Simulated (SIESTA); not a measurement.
MgSe:

```xyz
2
Lattice="0.0000 2.7255 2.7255 2.7255 0.0000 2.7255 2.7255 2.7255 0.0000" Properties=species:S:1:pos:R:3 pbc="T T T"
Se    2.7255    2.7255    2.7255
Mg    0.0000    0.0000    0.0000
```

Base run:

* Program: SIESTA 5.4.2
* Functional: BLYP
* Potentials or basis: PseudoDojo 0.4 standard (PBE files)
* Basis: DZP (energy shift 0.003 Ry; two zetas on semicore shells)
* Grid cutoff: 800 Ry
* Energy shift: 0.003 Ry
* k mesh: 8 × 8 × 8
* Occupations: fermi-dirac, width 0.05 eV
* Spin: no spin polarisation

Its results: band gap on the k mesh 2.03 eV, indirect (least direct gap 2.84 eV); pressure 6.4 GPa.

Question: After a change of settings the same cell gave: band gap on the k mesh 1.96 eV, indirect (least direct gap 2.69 eV); pressure 3.9 GPa. Which change was it?
A. functional from BLYP to WC; potentials or basis from PseudoDojo 0.4 standard (PBE files) to PseudoDojo 0.4 standard (PBEsol files)
B. functional from BLYP to PW91
C. functional from BLYP to PBEsol; potentials or basis from PseudoDojo 0.4 standard (PBE files) to PseudoDojo 0.4 standard (PBEsol files)
D. functional from BLYP to RPBE

Answer: B.

PW91 binds more tightly than BLYP, so the same cell stands under less pressure.

Caveats: the potentials were made for another functional, which shifts forces and pressure; the basis of atomic orbitals isn't converged, which shifts pressures, moduli and gaps.

Runs at the PBE level aren't shown here.
